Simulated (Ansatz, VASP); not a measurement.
**BaTiO3 in VASP and in Ansatz**

```xyz
5
Lattice="4.1198 0.0000 0.0000 0.0000 4.1198 0.0000 0.0000 0.0000 4.0180" Properties=species:S:1:pos:R:3 pbc="T T T"
Ba    0.0000    0.0000    0.0000
Ti    2.0599    2.0599    2.0090
O     2.0599    2.0599    0.0000
O     2.0599    0.0000    2.0090
O     0.0000    2.0599    2.0090
```

Change from the starting cell: equal xx and yy strain of +3 %, PAW files.

Alike in both runs: task electric field gradients; functional PBE; k mesh 7 × 7 × 7; occupations fermi-dirac, width 0.03 eV; no spin polarisation.

|  | VASP | Ansatz |
| --- | --- | --- |
| version | VASP 6.6.1 | Ansatz 0.2.0 |
| potentials or method | VASP PAW PBE potentials, release 64 (Ba_sv, Ti_sv, O) | PAW with Ansatz's default frozen-core files, scalar-relativistic |
| plane-wave cutoff (eV) | 520 | 420 |
| valence electrons in the cell | 40 | 40 |

|  | VASP | Ansatz | Ansatz less VASP |
| --- | --- | --- | --- |
| gap on the k mesh at the Fermi level (eV) | 1.64 | 1.70 | +0.058 |
| pressure (GPa) | -5.6 | -7.0 | -1.43 |
| largest component of the traceless stress (GPa) | 2.53 | 2.43 | -0.095 |
| Vzz of the field gradient on the site that differs most (V/Å²) | 22.7 | 23.8 | +1.15 |

Ansatz warned: «gradients_without_spin_orbit».

Caveats: spin-orbit coupling is left out, which moves the levels of the heavy elements; an odd mesh through Γ misses points on the zone boundary, where band edges often lie.
